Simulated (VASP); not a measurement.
All values below come from PBEsol GGA, VASP's PBE PAW potentials (set 64) (plane waves; VASP 6.6.1).

Input for VASP

KPOINTS:
```
Automatic mesh
0
G
9 9 5
0 0 0
```

INCAR:
```
NSW = 1
ISMEAR = 1
EDIFF = 1E-7
LWAVE = F
ENCUT = 650
NFREE = 2
ISIF = 3   ! ions, shape and volume
NELM = 100   ! most electronic steps
LREAL = F
POTIM = 0.015   ! step
PREC = Accurate
SIGMA = 0.1   ! width (eV)
LASPH = T
LMAXMIX = 4   ! l cut-off of mixed one-centre charges
GGA = PS
ALGO = Normal   ! blocked Davidson
IBRION = 6
LCHARG = F
SYSTEM = InN
```

File POSCAR:
```
InN
11.4237610
  0.1548576782  -0.2682213728   0.0000000000
  0.1548576782   0.2682213728   0.0000000000
  0.0000000000   0.0000000000   0.4999999962
In N
2 2
Direct
  0.6666670000   0.3333330000   0.4998915258
  0.3333330000   0.6666670000   0.9998915258
  0.6666670000   0.3333330000   0.8791084742
  0.3333330000   0.6666670000   0.3791084742
```

POTCAR, in this order: In_d N (PBE.64 set). Program: vasp_std.

The resulting files:

### OSZICAR
```
...
DAV:   6    -0.231628918512E+02   -0.95741E-06   -0.10609E-04  6048   0.101E-01    0.285E-02
DAV:   7    -0.231628872149E+02    0.46363E-05   -0.13434E-05  7312   0.439E-02    0.183E-02
DAV:   8    -0.231628864762E+02    0.73867E-06   -0.50024E-06  7546   0.297E-02    0.273E-03
DAV:   9    -0.231628865125E+02   -0.36242E-07   -0.40743E-07  5590   0.594E-03
  13 F= -.23162887E+02 E0= -.23162984E+02  d E =0.293035E-03
       N       E                     dE             d eps       ncg     rms          rms(c)
DAV:   1    -0.231766232060E+02   -0.13737E-01   -0.20748E+00 11518   0.124E+01    0.936E-01
DAV:   2    -0.231708226641E+02    0.58005E-02   -0.76787E-02 14034   0.354E+00    0.525E-01
DAV:   3    -0.231648937828E+02    0.59289E-02   -0.57753E-03 14982   0.148E+00    0.188E-01
DAV:   4    -0.231644986624E+02    0.39512E-03   -0.21230E-03 13942   0.582E-01    0.122E-01
DAV:   5    -0.231645021500E+02   -0.34876E-05   -0.20033E-04 13138   0.143E-01    0.180E-02
DAV:   6    -0.231644963861E+02    0.57639E-05   -0.28992E-05 13358   0.619E-02    0.115E-02
DAV:   7    -0.231644963800E+02    0.60431E-08   -0.34428E-06 10880   0.213E-02    0.389E-03
DAV:   8    -0.231644963799E+02    0.12506E-09   -0.36766E-07  9976   0.539E-03
  14 F= -.23164496E+02 E0= -.23164596E+02  d E =0.299414E-03
       N       E                     dE             d eps       ncg     rms          rms(c)
DAV:   1    -0.231577174217E+02    0.67790E-02   -0.25649E+00 10696   0.949E+00    0.356E-01
DAV:   2    -0.231644840596E+02   -0.67666E-02   -0.70352E-02 13082   0.267E+00    0.152E-01
DAV:   3    -0.231644935823E+02   -0.95227E-05   -0.72581E-04 13686   0.493E-01    0.116E-01
DAV:   4    -0.231644919053E+02    0.16770E-05   -0.10347E-04 12120   0.211E-01    0.514E-02
DAV:   5    -0.231644960497E+02   -0.41444E-05   -0.20865E-05 14328   0.728E-02    0.105E-02
DAV:   6    -0.231644962631E+02   -0.21341E-06   -0.19984E-06 10498   0.173E-02    0.361E-03
DAV:   7    -0.231644963086E+02   -0.45484E-07   -0.73437E-08  5582   0.720E-03
  15 F= -.23164496E+02 E0= -.23164596E+02  d E =0.299419E-03
       N       E                     dE             d eps       ncg     rms          rms(c)
DAV:   1    -0.231580129772E+02    0.64833E-02   -0.23995E+00  2608   0.974E+00    0.318E-01
DAV:   2    -0.231641762412E+02   -0.61633E-02   -0.64164E-02  3450   0.262E+00    0.130E-01
DAV:   3    -0.231641324989E+02    0.43742E-04   -0.62317E-04  3450   0.557E-01    0.950E-02
DAV:   4    -0.231641116469E+02    0.20852E-04   -0.11657E-04  3770   0.274E-01    0.535E-02
DAV:   5    -0.231641103048E+02    0.13421E-05   -0.50348E-05  3986   0.214E-01    0.137E-02
DAV:   6    -0.231641134952E+02   -0.31905E-05   -0.22776E-05  2566   0.455E-02    0.898E-03
DAV:   7    -0.231641138359E+02   -0.34066E-06   -0.77384E-07  2802   0.247E-02    0.739E-03
DAV:   8    -0.231641151041E+02   -0.12682E-05   -0.31931E-07  2066   0.102E-02    0.323E-03
DAV:   9    -0.231641148572E+02    0.24687E-06   -0.12185E-07  1250   0.969E-03    0.525E-04
DAV:  10    -0.231641148786E+02   -0.21390E-07   -0.66214E-08  1142   0.370E-03
  16 F= -.23164115E+02 E0= -.23164212E+02  d E =0.290009E-03
       N       E                     dE             d eps       ncg     rms          rms(c)
DAV:   1    -0.231528376392E+02    0.11277E-01   -0.40932E+00  2608   0.127E+01    0.535E-01
DAV:   2    -0.231639538705E+02   -0.11116E-01   -0.11778E-01  3404   0.382E+00    0.200E-01
DAV:   3    -0.231639588257E+02   -0.49552E-05   -0.19416E-03  2752   0.611E-01    0.150E-01
DAV:   4    -0.231638888005E+02    0.70025E-04   -0.23012E-04  3598   0.362E-01    0.684E-02
DAV:   5    -0.231638849444E+02    0.38561E-05   -0.13579E-04  3606   0.208E-01    0.168E-02
DAV:   6    -0.231638874779E+02   -0.25335E-05   -0.39686E-05  2826   0.804E-02    0.135E-02
DAV:   7    -0.231638875557E+02   -0.77805E-07   -0.14263E-06  3262   0.154E-02    0.120E-02
DAV:   8    -0.231638877212E+02   -0.16557E-06   -0.53058E-07  2166   0.939E-03    0.226E-03
DAV:   9    -0.231638877274E+02   -0.61245E-08   -0.51675E-08  1184   0.898E-03
  17 F= -.23163888E+02 E0= -.23163990E+02  d E =0.306046E-03
       N       E                     dE             d eps       ncg     rms          rms(c)
DAV:   1    -0.231593425715E+02    0.45451E-02   -0.20800E+00  8932   0.104E+01    0.340E-01
DAV:   2    -0.231645759554E+02   -0.52334E-02   -0.55342E-02 12834   0.250E+00    0.987E-02
DAV:   3    -0.231645379995E+02    0.37956E-04   -0.13316E-03 13642   0.603E-01    0.810E-02
DAV:   4    -0.231644870458E+02    0.50954E-04   -0.19773E-04 15496   0.349E-01    0.352E-02
DAV:   5    -0.231644908451E+02   -0.37993E-05   -0.92421E-05 14328   0.136E-01    0.142E-02
DAV:   6    -0.231644909962E+02   -0.15103E-06   -0.72744E-06 11932   0.418E-02    0.114E-02
DAV:   7    -0.231644909019E+02    0.94260E-07   -0.59183E-07 11308   0.799E-03
  18 F= -.23164491E+02 E0= -.23164591E+02  d E =0.299123E-03
       N       E                     dE             d eps       ncg     rms          rms(c)
DAV:   1    -0.231621759702E+02    0.23150E-02   -0.18516E+00  9134   0.761E+00    0.339E-01
DAV:   2    -0.231648797749E+02   -0.27038E-02   -0.34713E-02 11720   0.158E+00    0.103E-01
DAV:   3    -0.231645229942E+02    0.35678E-03   -0.86159E-04 10752   0.295E-01    0.413E-02
DAV:   4    -0.231644887844E+02    0.34210E-04   -0.29764E-04 11272   0.149E-01    0.225E-02
DAV:   5    -0.231644913282E+02   -0.25437E-05   -0.40470E-05  9940   0.549E-02    0.148E-02
DAV:   6    -0.231644909981E+02    0.33010E-06   -0.25650E-06 13330   0.171E-02    0.405E-03
DAV:   7    -0.231644908967E+02    0.10132E-06   -0.59075E-07  8782   0.919E-03    0.163E-03
DAV:   8    -0.231644909182E+02   -0.21480E-07   -0.13196E-07  5218   0.361E-03
  19 F= -.23164491E+02 E0= -.23164591E+02  d E =0.299125E-03
       N       E                     dE             d eps       ncg     rms          rms(c)
DAV:   1    -0.231624766529E+02    0.20142E-02   -0.17118E+00  2200   0.773E+00    0.266E-01
DAV:   2    -0.231649712164E+02   -0.24946E-02   -0.31330E-02  2880   0.170E+00    0.864E-02
DAV:   3    -0.231645998950E+02    0.37132E-03   -0.63648E-04  3004   0.402E-01    0.483E-02
DAV:   4    -0.231643174025E+02    0.28249E-03   -0.22955E-04  3270   0.164E-01    0.169E-02
DAV:   5    -0.231642208905E+02    0.96512E-04   -0.55230E-05  2424   0.885E-02    0.117E-02
DAV:   6    -0.231641694758E+02    0.51415E-04   -0.80527E-06  3484   0.259E-02    0.446E-03
DAV:   7    -0.231641604621E+02    0.90137E-05   -0.13381E-06  2752   0.160E-02    0.182E-03
DAV:   8    -0.231641554752E+02    0.49870E-05   -0.31762E-07  2144   0.471E-03    0.635E-04
DAV:   9    -0.231641546913E+02    0.78390E-06   -0.19029E-08  1184   0.177E-03    0.404E-04
DAV:  10    -0.231641540623E+02    0.62895E-06   -0.73884E-09  1172   0.137E-03    0.174E-04
DAV:  11    -0.231641540035E+02    0.58851E-07   -0.32282E-09  1154   0.826E-04
  20 F= -.23164154E+02 E0= -.23164256E+02  d E =0.306600E-03
       N       E                     dE             d eps       ncg     rms          rms(c)
DAV:   1    -0.231601989995E+02    0.39551E-02   -0.30140E+00  2312   0.102E+01    0.438E-01
DAV:   2    -0.231648228365E+02   -0.46238E-02   -0.55386E-02  2828   0.250E+00    0.110E-01
DAV:   3    -0.231644430513E+02    0.37979E-03   -0.13847E-03  3052   0.623E-01    0.542E-02
DAV:   4    -0.231643812355E+02    0.61816E-04   -0.49488E-04  3278   0.234E-01    0.266E-02
DAV:   5    -0.231643868025E+02   -0.55669E-05   -0.87551E-05  2466   0.102E-01    0.228E-02
DAV:   6    -0.231643866636E+02    0.13886E-06   -0.62248E-06  3476   0.263E-02    0.140E-02
DAV:   7    -0.231643860155E+02    0.64815E-06   -0.20279E-06  2412   0.263E-02    0.360E-03
DAV:   8    -0.231643860678E+02   -0.52345E-07   -0.10270E-06  2476   0.880E-03    0.109E-03
DAV:   9    -0.231643860704E+02   -0.25598E-08   -0.92488E-08  1172   0.434E-03
  21 F= -.23164386E+02 E0= -.23164483E+02  d E =0.291064E-03
```

**OUTCAR**
```
------------------------ aborting loop because EDIFF is reached ----------------------------------------
  FORCE on cell =-STRESS in cart. coord.  units (eV):
  Direction    XX          YY          ZZ          XY          YZ          ZX
  --------------------------------------------------------------------------------------
  Total       -0.0473761     -0.0473762      0.2064287      0.0000000     -0.0000000      0.0000000
  in kB       -1.2257923     -1.2257924      5.3410564      0.0000000     -0.0000000      0.0000000
  external PRESSURE =       0.9631572 kB  Pullay stress =       0.0000000 kB
  volume of cell :       61.92
      direct lattice vectors                 reciprocal lattice vectors
     1.769057105 -3.064096858  0.000000000     0.282636439 -0.163180220  0.000000000
     1.769057105  3.064096858  0.000000000     0.282636439  0.163180220  0.000000000
     0.000000000  0.000000000  5.711880457     0.000000000  0.000000000  0.175073692
 POSITION                                       TOTAL-FORCE (eV/Angst)
 -----------------------------------------------------------------------------------
      1.76906     -1.02137      2.85532         0.000000     -0.000000     -0.083449
      1.76906      1.02137      5.71126        -0.000000     -0.000000     -0.033468
      1.76906     -1.02137      5.00636        -0.000000      0.000000      0.182013
      1.76906      1.02137      2.16542         0.000000      0.000000     -0.065096
 -----------------------------------------------------------------------------------
    total drift:                               -0.000001      0.000005      0.000120
  FREE ENERGIE OF THE ION-ELECTRON SYSTEM (eV)
  ---------------------------------------------------
  free  energy   TOTEN  =       -23.1643860704 eV

  energy  without entropy=      -23.1646771346  energy(sigma->0) =      -23.16448309

   1 f  =   16.810309 THz   105.622287 2PiTHz  560.731556 cm-1    69.521821 meV
             X         Y         Z           dx          dy          dz
      1.769057 -1.021368  2.855321    -0.000000    0.000000    0.055564
      1.769057  1.021368  5.711261     0.000000    0.000000   -0.055564
      1.769057 -1.021368  5.021363    -0.000000    0.000000   -0.704920
      1.769057  1.021368  2.165422     0.000000   -0.000000    0.704920

   2 f  =   14.326005 THz    90.012941 2PiTHz  477.864074 cm-1    59.247567 meV
             X         Y         Z           dx          dy          dz
      1.769057 -1.021368  2.855321    -0.000000   -0.203553   -0.000000
      1.769057  1.021368  5.711261     0.000000    0.203553   -0.000000
      1.769057 -1.021368  5.021363    -0.000000   -0.677175    0.000000
      1.769057  1.021368  2.165422     0.000000    0.677175    0.000000

   3 f  =   14.326004 THz    90.012939 2PiTHz  477.864063 cm-1    59.247566 meV
             X         Y         Z           dx          dy          dz
      1.769057 -1.021368  2.855321    -0.203553    0.000000   -0.000000
      1.769057  1.021368  5.711261     0.203553   -0.000000    0.000000
      1.769057 -1.021368  5.021363    -0.677175    0.000000   -0.000000
      1.769057  1.021368  2.165422     0.677175   -0.000000   -0.000000

   4 f  =   13.890891 THz    87.279041 2PiTHz  463.350244 cm-1    57.448083 meV
             X         Y         Z           dx          dy          dz
      1.769057 -1.021368  2.855321    -0.000000   -0.233213   -0.000000
      1.769057  1.021368  5.711261    -0.000000   -0.233213   -0.000000
      1.769057 -1.021368  5.021363     0.000000    0.667542    0.000000
      1.769057  1.021368  2.165422     0.000000    0.667542    0.000000

   5 f  =   13.890891 THz    87.279039 2PiTHz  463.350233 cm-1    57.448081 meV
             X         Y         Z           dx          dy          dz
      1.769057 -1.021368  2.855321     0.233213   -0.000000   -0.000000
      1.769057  1.021368  5.711261     0.233213   -0.000000   -0.000000
      1.769057 -1.021368  5.021363    -0.667542    0.000000    0.000000
      1.769057  1.021368  2.165422    -0.667542    0.000000    0.000000

   6 f  =   13.066305 THz    82.098016 2PiTHz  435.845022 cm-1    54.037871 meV
             X         Y         Z           dx          dy          dz
      1.769057 -1.021368  2.855321     0.000000   -0.000000    0.233192
      1.769057  1.021368  5.711261     0.000000   -0.000000    0.233192
      1.769057 -1.021368  5.021363    -0.000000    0.000000   -0.667549
      1.769057  1.021368  2.165422    -0.000000    0.000000   -0.667549

   7 f  =    6.564094 THz    41.243421 2PiTHz  218.954619 cm-1    27.146901 meV
             X         Y         Z           dx          dy          dz
      1.769057 -1.021368  2.855321     0.000000   -0.000000   -0.704920
      1.769057  1.021368  5.711261    -0.000000    0.000000    0.704920
      1.769057 -1.021368  5.021363     0.000000   -0.000000   -0.055564
      1.769057  1.021368  2.165422    -0.000000    0.000000    0.055564

   8 f  =    2.515779 THz    15.807108 2PiTHz   83.917370 cm-1    10.404423 meV
             X         Y         Z           dx          dy          dz
      1.769057 -1.021368  2.855321    -0.000000    0.677175   -0.000000
      1.769057  1.021368  5.711261     0.000000   -0.677175   -0.000000
      1.769057 -1.021368  5.021363     0.000000   -0.203553   -0.000000
      1.769057  1.021368  2.165422    -0.000000    0.203553   -0.000000

   9 f  =    2.515779 THz    15.807108 2PiTHz   83.917368 cm-1    10.404423 meV
             X         Y         Z           dx          dy          dz
      1.769057 -1.021368  2.855321     0.677175    0.000000    0.000000
      1.769057  1.021368  5.711261    -0.677175   -0.000000    0.000000
      1.769057 -1.021368  5.021363    -0.203553   -0.000000    0.000000
      1.769057  1.021368  2.165422     0.203553    0.000000    0.000000

  10 f/i=    0.001492 THz     0.009372 2PiTHz    0.049757 cm-1     0.006169 meV
             X         Y         Z           dx          dy          dz
      1.769057 -1.021368  2.855321    -0.000000    0.000000   -0.667549
      1.769057  1.021368  5.711261    -0.000000    0.000000   -0.667549
      1.769057 -1.021368  5.021363    -0.000000    0.000000   -0.233192
      1.769057  1.021368  2.165422    -0.000000    0.000000   -0.233192

  11 f/i=    0.002030 THz     0.012753 2PiTHz    0.067703 cm-1     0.008394 meV
             X         Y         Z           dx          dy          dz
      1.769057 -1.021368  2.855321    -0.667339    0.016459    0.000000
      1.769057  1.021368  5.711261    -0.667339    0.016459    0.000000
      1.769057 -1.021368  5.021363    -0.233142    0.005750    0.000000
      1.769057  1.021368  2.165422    -0.233142    0.005750    0.000000

  12 f/i=    0.002030 THz     0.012753 2PiTHz    0.067703 cm-1     0.008394 meV
             X         Y         Z           dx          dy          dz
      1.769057 -1.021368  2.855321    -0.016459   -0.667339   -0.000000
      1.769057  1.021368  5.711261    -0.016459   -0.667339   -0.000000
      1.769057 -1.021368  5.021363    -0.005750   -0.233142   -0.000000
      1.769057  1.021368  2.165422    -0.005750   -0.233142   -0.000000

...
```
(Selected blocks of OUTCAR.)

The compound is InN in the wurtzite structure. It was relaxed first.
